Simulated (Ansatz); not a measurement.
## MgSe, space group Fm-3m: cell relaxations under several functionals, step by step

Program: the Python package of Ansatz (0.2.0).

Notebook, run cell by cell (the value of a cell's last expression is shown):

```python
import warnings

import ansatz as az
import numpy as np
```

```python
KGRID = (6, 6, 6)
FILLING = 'Fixed'
FORCE_TOL = 0.05

def edges_and_angles(cell):
    cell = np.asarray(cell)
    a, b, c = np.linalg.norm(cell, axis=1)
    cosines = cell[1] @ cell[2] / (b * c), cell[0] @ cell[2] / (a * c), cell[0] @ cell[1] / (a * b)
    return (a, b, c, *np.degrees(np.arccos(cosines)))
```

```python
warnings.simplefilter('ignore', az.DeckWarning)
```

```python
xtal = (
    az.Lattice.fcc(5.451)
    .space_group(225)
    .atom('Mg', (0.0, 0.0, 0.0))
    .atom('Se', (0.5, 0.0, 0.0))
    .primitive()
)
```

```python
xtal.resolved().tree()['lattice']
```

    ((3.337774851076111e-16, 2.7255, 2.7255), (2.7255, 1.6688874255380556e-16, 2.7255),
     (2.7255, 2.7255, 0.0))

```python
job = (
    xtal.calculation()
    .pseudopotentials('paw', azcp={'folder': 'soft_1'})
    .kpoints(*KGRID)
    .basis(17 * az.Ha)
    .occupations(FILLING)
    .relax(cell=True, force_tolerance=FORCE_TOL, max_steps=60)
)
```

```python
levels = [('rpbe', 'none'), ('lda', 'none'), ('r2scan', 'rvv10'), ('pbe', 'none')]
print('level            a       b       c    alpha   beta  gamma  V/atom  steps')
for name, dispersion in levels:
    seen = []
    run = job.functional(name, dispersion=dispersion).session().plan()
    result = run.execute(on_event=lambda e: seen.append(e) if e['event'] == 'relax_step' else None)
    cell = result.lattice.cell_ang
    label = name if dispersion == 'none' else f'{name}+{dispersion}'
    print('{:13s} {:7.4f} {:7.4f} {:7.4f} {:6.2f} {:6.2f} {:6.2f}'.format(label, *edges_and_angles(cell)), f'{abs(np.linalg.det(cell)) / len(result.lattice.sites):7.3f} {len(seen):5d}')
```

    level            a       b       c    alpha   beta  gamma  V/atom  steps
    rpbe           3.9337  3.9337  3.9337  60.00  60.00  60.00  21.522     5
    lda            3.8137  3.8137  3.8137  60.00  60.00  60.00  19.610     4
    r2scan+rvv10   3.8580  3.8580  3.8580  60.00  60.00  60.00  20.302     4
    pbe            3.8959  3.8959  3.8959  60.00  60.00  60.00  20.906     4

From smallest to largest: LDA (19.61 Å³ an atom, -3.1 % against the start), r2SCAN+RVV10 (20.30 Å³ an atom, +0.3 % against the start), PBE (20.91 Å³ an atom, +3.3 % against the start) and RPBE (21.52 Å³ an atom, +6.3 % against the start). The spread is 9.7 % in volume.

Caveats:
- The cutoff lies under the one recommended for these potentials in some of the runs.
- Forces vanish by symmetry, so the ions can't move, and the end may be a saddle.
- Edges and angles are those of the cell as typed, here a primitive one, not of the conventional cell.
- Of the deposited cell: the entry's cell lengths or inner coordinates differ somewhat from later room-temperature determinations.
- The PAW files read here were made with PBE, not with each functional that runs on them.
- The starting cell is as deposited in a crystallographic database; the results hold for this polymorph, which needn't be the stable one.
- The script silences the warnings on its input, which a real study should read.
- Timing: 20 s on 1 thread of Intel(R) Xeon(R) Processor @ 2.30GHz, with other jobs on the host, peak memory 0.67 GiB.
